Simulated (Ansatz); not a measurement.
Level of theory: DFT PBE, scalar-relativistic, plane waves, PAW (Ansatz). Settings: cutoff 420 eV, Γ-centred meshes spaced at most about 0.3 Å⁻¹, and about 0.25 Å⁻¹ or finer for metals (2π included), Gaussian smearing. Spin is collinear in cells that carry moments; the others ran without spin or lost their moments.

All energies are static (0 K, no zero-point motion).

Two forms of CoH₄ were relaxed alike.

1. (parallel moments up to 0.6 μB)

```xyz
5
Lattice="2.9579 0.0000 0.0000 -1.4790 2.5617 0.0000 0.0000 0.0000 3.1216" Properties=species:S:1:pos:R:3 pbc="T T T"
Co    0.0000    0.0000    1.5608
H     1.4790    0.0000    0.0000
H    -0.7395    1.2808    0.0000
H     0.7395    1.2808    0.0000
H     0.0000    0.0000    0.0000
```

2. (no moments)

```xyz
5
Lattice="3.2951 0.0000 0.0000 -1.6475 2.8536 0.0000 0.0000 0.0000 3.1236" Properties=species:S:1:pos:R:3 pbc="T T T"
Co    0.0000    0.0000    0.0000
H     1.6475    0.0000    0.0000
H    -0.8238    1.4268    0.0000
H     0.8238    1.4268    0.0000
H     0.0000    0.0000    1.5618
```

Question: Which arrangement of the elements on these sites is preferred, and by what margin?

Answer: Cell 2 is lower, by 0.60 eV/atom. The two share one framework of sites and differ in which element sits where. Cell 1 has space group P6/mmm (No. 191), 4.7 Å³/atom and no gap on its mesh; cell 2 has space group P6/mmm (No. 191), 5.9 Å³/atom and no gap. Counting H atoms around Co (those within 1.25 times the shortest such distance or 1.15 times the sum of covalent radii), cell 1 has Co 2 and cell 2 has Co 8. Their magnetic states differ too. The lower one is the more open, so pressure narrows the difference. Even the lower one lies +0.43 eV/atom against the reference forms of the elements (uncorrected), so neither is stable at this level. In cell 1, Co has 2 H at 1.56 Å; H on a site of symmetry mmm has 6 H at 1.48 Å (long contacts); around H on a site of symmetry 6/mmm lie 6 H at 1.48 Å and 2 Co at 1.56 Å. In cell 2, Co is surrounded by 8 H at 1.56–1.65 Å; H on a site of symmetry mmm is surrounded by 4 H at 1.65 Å and 2 Co at 1.65 Å; H on a site of symmetry 6/mmm has 2 Co at 1.56 Å. Both come from invented guesses. The lowest form computed isn't among them: it has space group P1 (No. 1), 9.2 Å³/atom and lies 0.35 eV/atom below the best shown.

With hydrogen, zero-point motion can shift such differences by 10 meV/atom or more. The magnetic state reached may not be the lowest.
